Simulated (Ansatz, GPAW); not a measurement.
## One calculation of FeO, 3 ways

```
Fe O
1.0
     0.00000    2.15540    2.15540
     2.15540    0.00000    2.15540
     2.15540    2.15540    0.00000
Fe O
1 1
Direct
  0.00000 0.00000 0.00000
  0.50000 0.50000 0.50000
```

Alike in all runs: task single point; functional PBE; k mesh 11 × 11 × 11; occupations gaussian, width 0.014 eV; collinear spin, ferromagnetic start; no spin-orbit coupling. The measured crystal is an antiferromagnetic insulator; the state found here is the runs' own. Pressure is positive in compression and, in plane waves, holds the error of the finite cutoff, which Ansatz's Pulay term estimates and takes out.

```
                        program and potentials  plane-wave cutoff (eV)                                                                      notes  pressure (GPa)  net moment per atom (μB)
                            Ansatz, Ansatz PAW                     420  11 valence electrons an atom on average; Pulay term of +0.65 GPa included           -0.27                      2.00
    GPAW, GPAW PAW data sets (gpaw-data 1.2.1)                     800                                     7 valence electrons an atom on average            0.76                      2.00
Ansatz, all-electron LAPW, scalar-relativistic                       -                                                                          -           -0.37                      2.00
```

The pressure spans -0.37 (Ansatz, all-electron LAPW, scalar-relativistic) to 0.76 GPa (GPAW, GPAW PAW data sets (gpaw-data 1.2.1)), with all-electron results at -0.37. All agree on the net moment per atom. The state is the one that the start led to, which needn't be the lowest.

The functional is the same throughout but for its coding, so the spread measures potentials, basis and numerics; runs on potential files found faulty are left out.
